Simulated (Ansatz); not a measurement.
The system is CdF2.

```
Cd F
1.0
     0.00000    2.69400    2.69400
     2.69400    0.00000    2.69400
     2.69400    2.69400    0.00000
Cd F
1 2
Direct
  0.00000 0.00000 0.00000
  0.75000 0.75000 0.75000
  0.25000 0.25000 0.25000
```

Base run:

```yaml
Program: Ansatz 0.2.0
Functional: HSE06
Potentials_or_basis: Ansatz PAW
Cutoff: 420 eV
Density_cutoff: 1680 eV
k_mesh: 5 × 5 × 5
Occupations: fermi-dirac, width 0.05 eV
Spin: no spin polarisation
```

Its results: band gap on the k mesh 5.30 eV, indirect (least direct gap 5.79 eV).

**Question.** The run is repeated on the same cell with these changes: functional from HSE06 to B3LYP. What comes out?

**Answer.** Band gap on the k mesh 5.49 eV, indirect (least direct gap 5.96 eV).

Caveats: the k mesh misses the band edges, so the gap on the mesh is wider than the one along the path.

Not every run made on this cell is shown here.
